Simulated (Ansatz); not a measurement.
MoS2:

```xyz
6
Lattice="3.1690 0.0000 0.0000 -1.5845 2.7444 0.0000 0.0000 0.0000 12.3240" Properties=species:S:1:pos:R:3 pbc="T T T"
Mo    1.5845    0.9148    9.2430
Mo    0.0000    1.8296    3.0810
S     1.5845    0.9148    4.6461
S     0.0000    1.8296   10.8081
S     1.5845    0.9148    1.5159
S     0.0000    1.8296    7.6779
```

Base run:

| Item | Value |
| --- | --- |
| Program | Ansatz 0.2.0 |
| Functional | LDA |
| Potentials or basis | all-electron LAPW, scalar-relativistic |
| Cutoff | 241 eV |
| Density cutoff | 964 eV |
| Basis error allowed | 0.002 eV/atom |
| k mesh | 10 × 10 × 3 |
| Occupations | fermi-dirac, width 0.05 eV |
| Spin | no spin polarisation |

Its results: band gap on the k mesh 0.85 eV, indirect (least direct gap 1.86 eV); pressure -5.6 GPa; largest force 0.477 eV/Å.

Task: The run is repeated on the same cell with these changes: functional from LDA to PBE. What comes out?

Result: Band gap on the k mesh 0.93 eV, indirect (least direct gap 1.87 eV); pressure 2.0 GPa; largest force 0.064 eV/Å.

PBE binds less tightly than LDA, so the same cell stands under more pressure.

Caveats: this functional lacks dispersion, which binds the layers, so the pressure and a relaxed spacing across them are unreliable (some runs).

A k mesh can miss the band edges.

Not every run made on this cell is shown here.
